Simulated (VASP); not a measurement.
# GaN (F-43m) in VASP: notebook, part 2 of 2

VASP 6.6.1. The steps go on from the part before.

### Step 3. Single point, LDA

Input file INCAR:

```
PREC = Accurate
ENCUT = 520
EDIFF = 1E-6
ISMEAR = 0
SIGMA = 0.05
LREAL = F
LASPH = T
NELM = 80
ALGO = Normal
ISIF = 2
LWAVE = F
LCHARG = F
NBANDS = 16
```

Input file KPOINTS:

```
Automatic mesh
0
Gamma
  10 10 10
```

Input file POSCAR:

```
GaN
1.0
    0.0000000000      2.2535006075      2.2535006075
    2.2535006075      0.0000000000      2.2535006075
    2.2535006075      2.2535006075      0.0000000000
Ga N
1 1
Direct
    0.0000000000      0.0000000000      0.0000000000
    0.7500000000      0.7500000000      0.7500000000
```

Potentials or basis: VASP PAW LDA potentials, release 64 (Ga_d, N).

Run with:

```sh
$ cat potpaw_LDA.64/Ga_d/POTCAR potpaw_LDA.64/N/POTCAR > POTCAR
$ mpirun -np 1 vasp_std > vasp.out
```

OUTCAR:

```text
PREC = Accurate
   ENCUT = 520
   EDIFF = 1E-6
   ISMEAR = 0
   LREAL = F
   LASPH = T
   NELM = 80
   ISIF = 2

 ion  position               nearest neighbor table
   1  0.000  0.000  0.000-   2 1.95   2 1.95   2 1.95   2 1.95
   2  0.750  0.750  0.750-   1 1.95   1 1.95   1 1.95   1 1.95

  LATTYP: Found a face centered cubic cell.
 ALAT       =     4.5070012150

  Lattice vectors:

 A1 = (   0.0000000000,   2.2535006075,   2.2535006075)
 A2 = (   2.2535006075,   0.0000000000,   2.2535006075)
 A3 = (   2.2535006075,   2.2535006075,   0.0000000000)

Analysis of symmetry for initial positions (statically):
=====================================================================
 Subroutine PRICEL returns:
 Original cell was already a primitive cell.

 Routine SETGRP: Setting up the symmetry group for a
 face centered cubic supercell.

 Subroutine GETGRP returns: Found 24 space group operations
 (whereof 24 operations were pure point group operations)
 out of a pool of 48 trial point group operations.

The static configuration has the point symmetry T_d .

Analysis of symmetry for dynamics (positions and initial velocities):
=====================================================================
 Subroutine PRICEL returns:
 Original cell was already a primitive cell.

 Routine SETGRP: Setting up the symmetry group for a
 face centered cubic supercell.

 Subroutine GETGRP returns: Found 24 space group operations
 (whereof 24 operations were pure point group operations)
 out of a pool of 48 trial point group operations.

The dynamic configuration has the point symmetry T_d .

 Subroutine INISYM returns: Found 24 space group operations
 (whereof 24 operations are pure point group operations),
 and found     1 'primitive' translations

----------------------------------------------------------------------------------------

[... 111 lines left out ...]
     AMIX     =   0.40;   BMIX     =  1.00
     AMIX_MAG =   1.60;   BMIX_MAG =  1.00
  volume/ion in A,a.u.               =      11.44        77.23
  Fermi-wavevector in a.u.,A,eV,Ry     =   1.511117  2.855596 31.068543  2.283473
  Thomas-Fermi vector in A             =   2.621216
   LORBIT       =      0    0 simple, 1 ext, 2 COOP (PROOUT), +10 PAW based schemes
   GGA     = CA    functional components
   LHFCALC =     F    Hartree Fock is set to
   AEXX    =    0.0000 exact exchange contribution
   IVDW    =     0    specifies the selected vdW correction
   LEPSILON=     F    determine dielectric tensor
   LRPA    =     F    only Hartree local field effects (RPA)
 non-spin polarized calculation
 Gauss-broadening in eV      SIGMA  =   0.05
  energy-cutoff  :      520.00
  volume of cell :       22.89
 maximum number of plane-waves:       636
   NGX = 11   NGY = 11   NGZ = 11

 number of electron      18.0000002 magnetization

 Free energy of the ion-electron system (eV)
  ---------------------------------------------------
  ext. energy  EPLUGINS =         0.00000000
  ---------------------------------------------------
  free energy    TOTEN  =       -13.93307137 eV

  energy without entropy =      -13.93307137  energy(sigma->0) =      -13.93307137

 E-fermi :   5.2876     XC(G=0): -12.1183

 val. band max:        5.0305982028   @ k =   0.0000   0.0000   0.0000
 cond. band min:       6.7783931701   @ k =   0.0000   0.0000   0.0000
 fundamental gap:      1.7477949674
 Fermi energy:         5.2876287144

 k-point     1 :       0.0000    0.0000    0.0000
  band No.  band energies     occupation
      1     -10.7721      2.00000
      2      -8.5223      2.00000
      3      -8.5223      2.00000
      4      -8.5223      2.00000
      5      -8.2043      2.00000
      6      -8.2043      2.00000
[... 433 lines left out ...]
      3      -8.2989      2.00000
      4      -8.2981      2.00000
      5      -8.1435      2.00000
      6      -7.1613      2.00000
[... 8 lines left out ...]
     15      27.1967      0.00000
     16      27.3536      0.00000

 [... further k-points ...]

------------------------ aborting loop because EDIFF is reached ----------------------------------------

  FORCE on cell =-STRESS in cart. coord.  units (eV):
  Direction    XX          YY          ZZ          XY          YZ          ZX
  --------------------------------------------------------------------------------------
  -------------------------------------------------------------------------------------
  Total       -0.7848627     -0.7848627     -0.7848627     -0.0000000      0.0000000     -0.0000000
  in kB      -54.9415952    -54.9415952    -54.9415952     -0.0000000      0.0000000     -0.0000000
  external PRESSURE =     -54.9415952 kB  Pullay stress =       0.0000000 kB

 VOLUME and BASIS-vectors are now :
 -----------------------------------------------------------------------------
  energy-cutoff  :      520.00
  volume of cell :       22.89
      direct lattice vectors                 reciprocal lattice vectors
     0.000000000  2.253500607  2.253500607    -0.221877020  0.221877020  0.221877020
     2.253500607  0.000000000  2.253500607     0.221877020 -0.221877020  0.221877020
     2.253500607  2.253500607  0.000000000     0.221877020  0.221877020 -0.221877020

 POSITION                                       TOTAL-FORCE (eV/Angst)
 -----------------------------------------------------------------------------------
      0.00000      0.00000      0.00000        -0.000000     -0.000000     -0.000000
      3.38025      3.38025      3.38025         0.000000      0.000000      0.000000
 -----------------------------------------------------------------------------------
    total drift:                               -0.000002     -0.000002     -0.000002

  FREE ENERGIE OF THE ION-ELECTRON SYSTEM (eV)
  ---------------------------------------------------
  free  energy   TOTEN  =       -13.9330713706 eV

  energy  without entropy=      -13.9330713706  energy(sigma->0) =      -13.93307137
```

OSZICAR:

```text
N       E                     dE             d eps       ncg     rms          rms(c)
DAV:   1     0.823959405109E+02    0.82396E+02   -0.92652E+03  1656   0.200E+03
DAV:   2    -0.100631017495E+02   -0.92459E+02   -0.85107E+02  1712   0.331E+02
DAV:   3    -0.158838169622E+02   -0.58207E+01   -0.57980E+01  1776   0.696E+01
DAV:   4    -0.159434788592E+02   -0.59662E-01   -0.59656E-01  1888   0.744E+00
DAV:   5    -0.159442276788E+02   -0.74882E-03   -0.74881E-03  1816   0.793E-01    0.748E+00
DAV:   6    -0.139923636945E+02    0.19519E+01   -0.49627E+00  2256   0.401E+01    0.269E+00
DAV:   7    -0.139609601429E+02    0.31404E-01   -0.24239E-01  1712   0.612E+00    0.168E+00
DAV:   8    -0.139364468660E+02    0.24513E-01   -0.74289E-02  1752   0.269E+00    0.737E-01
DAV:   9    -0.139329967418E+02    0.34501E-02   -0.10300E-02  1920   0.203E+00    0.236E-01
DAV:  10    -0.139331658179E+02   -0.16908E-03   -0.12916E-03  1912   0.438E-01    0.120E-01
DAV:  11    -0.139330696241E+02    0.96194E-04   -0.26236E-04  2344   0.289E-01    0.258E-02
DAV:  12    -0.139330715592E+02   -0.19352E-05   -0.16910E-05  1616   0.382E-02    0.548E-03
DAV:  13    -0.139330713706E+02    0.18866E-06   -0.52105E-07  1184   0.134E-02
   1 F= -.13933071E+02 E0= -.13933071E+02  d E =-.282405E-15
```

stdout:

```text
POSCAR found type information on POSCAR GaN
 POSCAR found :  2 types and       2 ions
 scaLAPACK will be used
 LDA part: xc-table for (Slater(with rela. corr.)+CA(PZ))
 , standard interpolation
 POSCAR, INCAR and KPOINTS ok, starting setup
 FFT: planning ... GRIDC
 FFT: planning ... GRID_SOFT
 FFT: planning ... GRID
 WAVECAR not read
 entering main loop
```

It took 5.3 s on 1 thread of Intel Xeon 6975P-C (Granite Rapids), shared host; peak memory 0.13 GiB.

Results:

```
Free energy            : -13.9331 eV
Pressure               : -5.5 GPa
Band gap on the k mesh : 1.75 eV, direct
```

Levels at points of the mesh, in eV from the valence-band top:
```tsv
k point	band 6	band 7	band 8	band 9	band 10	band 11	band 12	band 13
(0.00, 0.00, 0.00)	-13.23	0.00	0.00	0.00	1.75	10.11	10.11	10.11
(0.50, 0.00, 0.00)	-11.85	-7.12	-0.98	-0.98	4.54	8.60	10.20	10.20
(0.50, 0.50, 0.00)	-11.37	-6.20	-2.73	-2.73	3.25	6.48	11.50	13.76
```

### Step 4. Single point, LDA

Input file INCAR:

```
  ALGO = Fast
  EDIFF = 1E-6
  ENCUT = 520
  ISIF = 2
  ISMEAR = 0
  ISYM = 0
  LASPH = T
  LCHARG = T
  LELF = T
  LREAL = F
  LVHAR = T
  LWAVE = F
  NBANDS = 16
  NELM = 80
  PREC = Accurate
  SIGMA = 0.05
```

Input file KPOINTS:

```
Automatic mesh
0
Gamma
  12 12 12
  0.5 0.5 0.5
```

POSCAR is that of step 3.

Run with:

```sh
$ cat potpaw_LDA.64/Ga_d/POTCAR potpaw_LDA.64/N/POTCAR > POTCAR
$ mpirun -np 1 vasp_std > vasp.out
```

Run time: 6.4 min. Hardware: 1 thread of Intel Xeon 6975P-C (Granite Rapids), shared host; peak memory 1.2 GiB.

Results (log left out):

* Free energy: -13.9331 eV
* Pressure: -5.6 GPa
* Band gap on the k mesh: 1.98 eV, direct

Levels at points of the mesh, in eV from the valence-band top:
```
           k point  band 5  band 6  band 7  band 8  band 9  band 10  band 11  band 12  band 13  band 14
(0.04, 0.04, 0.04)  -13.22  -13.22   -0.23    0.00    0.00     1.98    10.03    10.16    10.16    17.45
```

### Step 5. Overview

| k mesh | gap on the mesh (eV) | pressure (GPa) |
| --- | --- | --- |
| 12 × 12 × 12 | 1.75 | -5.5 |
| 10 × 10 × 10 | 1.75 | -5.5 |
| 12 × 12 × 12, shifted | 1.98 | -5.6 |

Alike in all rows: task single point; level LDA; potentials or basis VASP PAW LDA potentials, release 64 (Ga_d, N); no spin polarisation; cell as given; cutoff (eV) 520; smearing gaussian 0.05 eV.

On the cell as given the gap runs from 1.75 eV (LDA) to 1.98 eV (LDA); the meshes differ, which moves gaps too.

Absolute energies hang on the potentials; compare differences alone.

### Step 6. How close it comes

Step 2. Measured gap of GaN: 3.299 eV (direct; 0 K; a printed reference work, textbook). This calculation gives 1.75 eV (-1.55 eV). Spin-orbit coupling on Ga is left out. The value is that of LDA, without temperature or zero-point motion. Semilocal functionals fall short of measured gaps as a rule. The cell is a database's relaxed one, not the measured one, which moves gaps too.

Step 3. Measured gap of GaN: 3.299 eV (direct; 0 K; a printed reference work, textbook). This calculation gives 1.75 eV (-1.55 eV). Spin-orbit coupling on Ga is left out. The value is that of LDA, without temperature or zero-point motion. Semilocal functionals fall short of measured gaps as a rule. The cell is a database's relaxed one, not the measured one, which moves gaps too.

Step 4. Measured gap of GaN: 3.299 eV (direct; 0 K; a printed reference work, textbook). This calculation gives 1.98 eV (-1.32 eV). Spin-orbit coupling on Ga is left out. The value is that of LDA on a finite k mesh, which can miss the band edges, without temperature or zero-point motion. Semilocal functionals fall short of measured gaps as a rule. The cell is a database's relaxed one, not the measured one, which moves gaps too.
